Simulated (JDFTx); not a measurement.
# Al (Fm-3m) in JDFTx: further runs

Runs on Al. Level: r2SCAN. Tasks: equation of state.

All numbers are computed with JDFTx 1.7.0 (patched build); they aren't measurements. Logs are shortened: lines on timing, memory, paths and dates and some standing lists are left out, and cuts for length are marked. The log counts tension as positive stress, the text compression.

**Experimental background.**

From “The interpretation of polycrystalline coherent inelastic neutron scattering from aluminium”, 2013, pmc:3831299, for a bulk crystal of Al: bulk modulus 76.9 GPa.

The results are compared with them further down.

### Step 1. The crystal as given

The structure is cubic, space group Fm-3m (No. 225). Conventional cell: a = 4.050 Å, b = 4.050 Å, c = 4.050 Å, α = 90.00°, β = 90.00°, γ = 90.00°. Al (site symmetry m-3m) has 12 Al at 2.86 Å as nearest neighbours.

### Step 2. Equation of state, r2SCAN, 15.61 Å³/atom (volume scaled by 0.94)

Input file Al.in:

```
lattice Face-Centered Cubic 7.4964333688
coords-type Lattice
ion Al     0.0000000000     0.0000000000     0.0000000000 1

ion-species pseudo/Al.upf
elec-cutoff 40
elec-ex-corr mgga-x-r2scan mgga-c-r2scan
kpoint-folding 11 11 11
elec-smearing Fermi 0.0018374661
elec-n-bands 11
electronic-SCF nIterations 100 energyDiffThreshold 1e-09
electronic-minimize nIterations 30 energyDiffThreshold 1e-7
forces-output-coords Cartesian

dump-name run.$VAR
dump End Ecomponents EigStats BandEigs Kpoints Forces Stress
```

Potentials or basis: SG15-PBE-1.2.

Run with:

```bash
> jdftx -c 1 -i Al.in -o Al.out
```

The log of the run:

```text
*************** JDFTx 1.7.0 (patched build) ***************

Input parsed successfully to the following command list (including defaults):
[... the input with its defaults ...]

---------- Setting up symmetries ----------

Found 48 point-group symmetries of the bravais lattice
Found 48 space-group symmetries with basis
Applied RMS atom displacement 0 bohrs to make symmetries exact.

---------- Initializing the Grid ----------
R =
[            0      3.74822      3.74822  ]
[      3.74822            0      3.74822  ]
[      3.74822      3.74822            0  ]
unit cell volume = 105.318
G =
[  -0.838157   0.838157   0.838157  ]
[   0.838157  -0.838157   0.838157  ]
[   0.838157   0.838157  -0.838157  ]
Minimum fftbox size, Smin = [  32  32  32  ]
Chosen fftbox size, S = [  32  32  32  ]

---------- Exchange Correlation functional ----------
Initialized LibXC exchange functional 'Re-regularized SCAN exchange by Furness et al'
Initialized LibXC correlation functional 'Re-regularized SCAN correlation by Furness et al'

---------- Setting up pseudopotentials ----------
Width of ionic core gaussian charges (only for fluid interactions / plotting) set to 0

Reading pseudopotential file 'pseudo/Al.upf':
  'Al' pseudopotential, 'PBE' functional
  Generated using ONCVPSP code by D. R. Hamann
  11 valence electrons, 0 orbitals, 4 projectors, 602 radial grid points, with lMax = 1
  Core radius for overlap checks: 2.11 bohrs.

Initialized 1 species with 1 total atoms.

Folded 1 k-points by 11x11x11 to 1331 k-points.

---------- Setting up k-points, bands, fillings ----------
Reduced to 56 k-points under symmetry.
Computing the number of bands and number of electrons
Calculating initial fillings.
nElectrons:  11.000000   nBands: 11   nStates: 56

----- Setting up reduced wavefunction bases (one per k-point) -----
average nbasis = 1272.872 , ideal nbasis = 1272.589

---------- Setting up ewald sum ----------
Optimum gaussian width for ewald sums = 1.910852 bohr.
Real space sum over 2197 unit cells with max indices [  6  6  6  ]
Reciprocal space sum over 2197 terms with max indices [  6  6  6  ]

---------- Allocating electronic variables ----------
Initializing wave functions:  (No orbitals for LCAO)  bandwidth-limited random numbers

Setting the auxilliary hamiltonian equal to the subspace hamiltonian.

-------- Electronic minimization -----------
Will mix electronic and kinetic density at each iteration.
	FillingsUpdate:  mu: +1.021192211  nElectrons: 11.000000
	FillingsUpdate:  mu: +0.230481498  nElectrons: 11.000000
SCF: Cycle:  0   F: -66.457267986422252   dF: -3.294e+01   |Residual|: 1.085e+01   |deigs|: 2.959e+00
	FillingsUpdate:  mu: +0.167188966  nElectrons: 11.000000
SCF: Cycle:  1   F: -67.605499044444556   dF: -1.148e+00   |Residual|: 1.097e+01   |deigs|: 5.612e-01
	FillingsUpdate:  mu: +0.261827413  nElectrons: 11.000000
SCF: Cycle:  2   F: -68.204298566920386   dF: -5.988e-01   |Residual|: 8.123e+00   |deigs|: 3.966e-01
	FillingsUpdate:  mu: +0.423209277  nElectrons: 11.000000
SCF: Cycle:  3   F: -69.227606655254675   dF: -1.023e+00   |Residual|: 1.767e+00   |deigs|: 9.171e-01
	FillingsUpdate:  mu: +0.461679854  nElectrons: 11.000000
SCF: Cycle:  4   F: -69.144703827815675   dF: +8.290e-02   |Residual|: 4.730e+00   |deigs|: 3.943e-01
	FillingsUpdate:  mu: +0.450819017  nElectrons: 11.000000
SCF: Cycle:  5   F: -69.233781433022756   dF: -8.908e-02   |Residual|: 1.257e+00   |deigs|: 1.966e-01
	FillingsUpdate:  mu: +0.439445580  nElectrons: 11.000000
SCF: Cycle:  6   F: -69.243952153933108   dF: -1.017e-02   |Residual|: 1.764e+00   |deigs|: 1.579e-01
	FillingsUpdate:  mu: +0.432090991  nElectrons: 11.000000
SCF: Cycle:  7   F: -69.246770651362411   dF: -2.818e-03   |Residual|: 2.735e-01   |deigs|: 4.081e-02
	FillingsUpdate:  mu: +0.434009940  nElectrons: 11.000000
SCF: Cycle:  8   F: -69.246835666178754   dF: -6.501e-05   |Residual|: 1.517e-01   |deigs|: 8.921e-03
	FillingsUpdate:  mu: +0.434605531  nElectrons: 11.000000
SCF: Cycle:  9   F: -69.246854589630132   dF: -1.892e-05   |Residual|: 9.143e-02   |deigs|: 6.257e-03
	FillingsUpdate:  mu: +0.434402528  nElectrons: 11.000000
SCF: Cycle: 10   F: -69.246860572701905   dF: -5.983e-06   |Residual|: 1.787e-02   |deigs|: 1.463e-03
	FillingsUpdate:  mu: +0.434357285  nElectrons: 11.000000
SCF: Cycle: 11   F: -69.246860939875631   dF: -3.672e-07   |Residual|: 4.383e-03   |deigs|: 2.117e-04
	FillingsUpdate:  mu: +0.434348404  nElectrons: 11.000000
SCF: Cycle: 12   F: -69.246861037286621   dF: -9.741e-08   |Residual|: 3.259e-04   |deigs|: 9.663e-05
	FillingsUpdate:  mu: +0.434348609  nElectrons: 11.000000
SCF: Cycle: 13   F: -69.246861049102250   dF: -1.182e-08   |Residual|: 3.476e-04   |deigs|: 2.520e-05
	FillingsUpdate:  mu: +0.434347891  nElectrons: 11.000000
SCF: Cycle: 14   F: -69.246861051425995   dF: -2.324e-09   |Residual|: 5.861e-05   |deigs|: 2.237e-05
	FillingsUpdate:  mu: +0.434348647  nElectrons: 11.000000
SCF: Cycle: 15   F: -69.246861052058605   dF: -6.326e-10   |Residual|: 7.279e-05   |deigs|: 2.301e-05
	FillingsUpdate:  mu: +0.434348363  nElectrons: 11.000000
SCF: Cycle: 16   F: -69.246861052178858   dF: -1.203e-10   |Residual|: 4.255e-05   |deigs|: 1.970e-05
SCF: Converged (|Delta E|<1.000000e-09 for 2 iters).

Setting wave functions to eigenvectors of Hamiltonian

# Stress tensor in Cartesian coordinates [Eh/a0^3]:
[ -0.000130747            0            0  ]
[            0 -0.000130747            0  ]
[            0            0 -0.000130747  ]

# Ionic positions in lattice coordinates:
ion Al   0.000000000000000   0.000000000000000   0.000000000000000 1

# Forces in Cartesian coordinates:
force Al  -0.000000000000000  -0.000000000000000   0.000000000000000 1

# Energy components:
   Eewald =      -37.0021504677612896
       EH =       16.8525998256689320
     Eloc =      -55.6210416932718630
      Enl =      -15.1665249553154364
      Exc =       -7.8876845941618399
       KE =       29.5780658148875801
-------------------------------------
     Etot =      -69.2467360699539256
       TS =        0.0001249822249336
-------------------------------------
        F =      -69.2468610521788577

IonicMinimize: Iter:   0  F: -69.246861052178858  |grad|_K:  0.000e+00
IonicMinimize: Converged (|grad|_K<1.000000e-04).

Dumping 'run.eigStats' ...
	eMin: -3.505870 at state 0 ( [ +0.000000 +0.000000 +0.000000 ] spin 0 )
	HOMO: +0.432668 at state 33 ( [ +0.000000 +0.363636 -0.363636 ] spin 0 )
	mu  : +0.434348
	LUMO: +0.436101 at state 38 ( [ +0.090909 +0.181818 +0.454545 ] spin 0 )
	eMax: +1.457628 at state 34 ( [ +0.000000 +0.454545 +0.454545 ] spin 0 )
	HOMO-LUMO gap: +0.003433
	Optical gap  : +0.037528 at state 32 ( [ +0.000000 +0.363636 -0.454545 ] spin 0 )
Done!
```

Wall time 70 s (1 thread of Arm Neoverse V2, shared host); peak memory 0.06 GiB.

Results:

```yaml
Free_energy: -1884.3031 eV
Pressure: 3.8 GPa
Band_gap_on_the_k_mesh: none (metal or under the smearing width)
```

Caveat: the potentials were made for another functional, which shifts forces and pressure.

### Step 3. Equation of state, r2SCAN, 15.94 Å³/atom (volume scaled by 0.96)

Changes to Al.in since step 2:

```diff
@@ -1,2 +1,2 @@
-lattice Face-Centered Cubic 7.4964333688
+lattice Face-Centered Cubic 7.5492268924
 coords-type Lattice
```

Potentials or basis: SG15-PBE-1.2.

Run with:

```bash
> jdftx -c 1 -i Al.in -o Al.out
```

Run time: 1.9 min. Hardware: 1 thread of Arm Neoverse V2, shared host; peak memory 0.06 GiB.

The run converged. Its results:

* Free energy: -1884.3089 eV
* Pressure: 1.7 GPa
* Band gap on the k mesh: none (metal or under the smearing width)

Caveat: the potentials were made for another functional, which shifts forces and pressure.

### Step 4. Equation of state, r2SCAN, 16.27 Å³/atom (volume scaled by 0.98)

Changes to Al.in since step 3:

```diff
@@ -1,2 +1,2 @@
-lattice Face-Centered Cubic 7.5492268924
+lattice Face-Centered Cubic 7.6012921712
 coords-type Lattice
```

Run with:

```bash
> jdftx -c 1 -i Al.in -o Al.out
```

Run time: 71 s. Hardware: 1 thread of Arm Neoverse V2, shared host; peak memory 0.06 GiB.

The run converged. Its results:

```yaml
Free_energy: -1884.3106 eV
Pressure: -0.2 GPa
Band_gap_on_the_k_mesh: none (metal or under the smearing width)
```

Caveat: the potentials were made for another functional, which shifts forces and pressure.

### Step 5. Equation of state, r2SCAN, 16.60 Å³/atom

Changes to Al.in since step 4:

```diff
@@ -1,2 +1,2 @@
-lattice Face-Centered Cubic 7.6012921712
+lattice Face-Centered Cubic 7.6526538115
 coords-type Lattice
```

Run with:

```bash
> jdftx -c 1 -i Al.in -o Al.out
```

Wall time 62 s (1 thread of Arm Neoverse V2, shared host); peak memory 0.06 GiB.

Results (log left out):

```yaml
Free_energy: -1884.3086 eV
Pressure: -1.9 GPa
Band_gap_on_the_k_mesh: none (metal or under the smearing width)
```

Caveat: the potentials were made for another functional, which shifts forces and pressure.

### Step 6. Equation of state, r2SCAN, 16.93 Å³/atom (volume scaled by 1.02)

Changes to Al.in since step 5:

```diff
@@ -1,2 +1,2 @@
-lattice Face-Centered Cubic 7.6526538115
+lattice Face-Centered Cubic 7.7033351150
 coords-type Lattice
```

Potentials or basis: SG15-PBE-1.2.

Run with:

```bash
> jdftx -c 1 -i Al.in -o Al.out
```

It took 62 s on 1 thread of Arm Neoverse V2, shared host; peak memory 0.06 GiB.

Results (log left out):

| Quantity | Value |
| --- | --- |
| Free energy | -1884.3032 eV |
| Pressure | -3.4 GPa |
| Band gap on the k mesh | none (metal or under the smearing width) |

Caveat: the potentials were made for another functional, which shifts forces and pressure.

### Step 7. Equation of state, r2SCAN, 17.27 Å³/atom (volume scaled by 1.04)

Changes to Al.in since step 6:

```diff
@@ -1,2 +1,2 @@
-lattice Face-Centered Cubic 7.7033351150
+lattice Face-Centered Cubic 7.7533581735
 coords-type Lattice
```

Run with:

```bash
> jdftx -c 1 -i Al.in -o Al.out
```

It took 61 s on 1 thread of Arm Neoverse V2, shared host; peak memory 0.06 GiB.

Results (log left out):

- Free energy: -1884.2947 eV
- Pressure: -4.8 GPa
- Band gap on the k mesh: none (metal or under the smearing width)

Caveat: the potentials were made for another functional, which shifts forces and pressure.

### Step 8. Equation of state, r2SCAN, 17.60 Å³/atom (volume scaled by 1.06)

Changes to Al.in since step 7:

```diff
@@ -1,2 +1,2 @@
-lattice Face-Centered Cubic 7.7533581735
+lattice Face-Centered Cubic 7.8027439518
 coords-type Lattice
```

Run with:

```bash
> jdftx -c 1 -i Al.in -o Al.out
```

It took 62 s on 1 thread of Arm Neoverse V2, shared host; peak memory 0.06 GiB.

The run converged. Its results:

* Free energy: -1884.2836 eV
* Pressure: -6.0 GPa
* Band gap on the k mesh: none (metal or under the smearing width)

Caveat: the potentials were made for another functional, which shifts forces and pressure.

### Step 9. Equation of state, r2SCAN

Potentials or basis: SG15-PBE-1.2.

This step only gathers the single runs of the series.

Results:

```
Equilibrium volume                      : 16.25 Å³/atom
Bulk modulus                            : 89 GPa
Pressure derivative of the bulk modulus : 4.3
```

Energy against volume, from the lowest point:
| volume (Å³/atom) | energy (meV/atom) |
| --- | --- |
| 15.607 | 7.54 |
| 15.939 | 1.69 |
| 16.271 | 0.00 |
| 16.603 | 2.05 |
| 16.935 | 7.47 |
| 17.267 | 15.90 |
| 17.599 | 27.02 |

Caveat: the potentials were made for another functional, which shifts forces and pressure.

### Step 10. How close it comes

Step 9. Measured bulk modulus of Al: 76.9 GPa (quoted in “The interpretation of polycrystalline coherent inelastic neutron scattering from aluminium”, 2013, pmc:3831299). This calculation gives 89 GPa (+15.6 %). The fit is for a static lattice scaled at fixed shape and fixed fractional positions.
